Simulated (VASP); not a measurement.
# Si2Ni: equation of state with PBE+D3(BJ)

Si2Ni:

```
Ni Si
1.0
     0.00000    2.68728    2.68728
     2.68728    0.00000    2.68728
     2.68728    2.68728    0.00000
Ni Si
1 2
Direct
  0.00000 0.00000 0.00000
  0.75000 0.75000 0.75000
  0.25000 0.25000 0.25000
```

- Program: VASP 6.6.1
- Task: equation of state
- Functional: PBE
- Dispersion: D3(BJ)
- Potentials or basis: VASP PAW PBE potentials, release 64 (Ni, Si)
- Cutoff: 520 eV
- k mesh: 8 × 8 × 8
- Occupations: fermi-dirac, width 0.05 eV
- Spin: collinear spin, ferromagnetic start
- Starting moments: [1.0, 0.0, 0.0] μB
- Ladder: gaps
- Further INCAR settings: ALGO = Normal; EDIFF = 1e-06

```
Equilibrium volume                      : 12.95 Å³/atom
Bulk modulus                            : 151 GPa
Pressure derivative of the bulk modulus : 5.1 (rough: it moves with the points fitted)
```

Energy against volume, from the lowest point:
```
volume (Å³/atom)  energy (meV/atom)
          12.420              11.08
          12.679               2.77
          12.937               0.00
          13.196               2.09
          13.455               8.54
```

All runs of the series together: 89 s on 1 thread of Intel(R) Xeon(R) 6975P-C (Granite Rapids), on a shared host.
